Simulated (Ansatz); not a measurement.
The system is EuO.

```
Eu O
1.0
     0.00000    2.57195    2.57195
     2.57195    0.00000    2.57195
     2.57195    2.57195    0.00000
Eu O
1 1
Direct
  0.00000 0.00000 0.00000
  0.50000 0.50000 0.50000
```

- Program: Ansatz 0.2.0
- Task: relaxation of cell and atoms
- Functional: PBE
- Potentials or basis: Ansatz PAW
- Cutoff: 420 eV (not typed: the program's choice for these potentials)
- k mesh: 9 × 9 × 9
- Occupations: fermi-dirac, width 0.05 eV
- Spin: collinear spin, ferromagnetic start
- Starting moments: [7.0, 0.0] μB

At the start: volume 17.01 Å³/atom.

Where does the relaxation end?

It ends after 7 steps and the volume is 16.22 Å³/atom (-4.7 %); space group Fm-3m (No. 225, to 0.05 Å); moment 6.96 μB per cell.

The path:
| step | energy change (eV) | largest force (eV/Å) | volume (Å³) |
| --- | --- | --- | --- |
| 1 | 0.0000 | 0.0000 | 34.03 |
| 2 | -0.0099 | 0.0000 | 31.13 |
| 3 | -0.0244 | 0.0000 | 32.59 |
| 4 | -0.0248 | 0.0000 | 32.50 |
| 5 | -0.0214 | 0.0000 | 32.50 |
| 6 | -0.0216 | 0.0000 | 32.44 |
| 7 | -0.0215 | 0.0000 | 32.44 |

Final structure:
```xyz
2
Lattice="0.0000 2.5314 2.5314 2.5314 0.0000 2.5314 2.5314 2.5314 0.0000" Properties=species:S:1:pos:R:3 pbc="T T T"
Eu    0.0000    0.0000    0.0000
O     2.5314    2.5314    2.5314
```

Caveat: the plane-wave basis is chosen anew once the cell has moved, so the energies of steps on either side of that aren't comparable; the pressure holds a Pulay correction of +0.4 GPa for the finite cutoff; a cell with one magnetic atom can't hold antiferromagnetic order, which such compounds often take; without U or exact exchange the open f shell lies at the Fermi level, which spoils levels, moments and volumes.
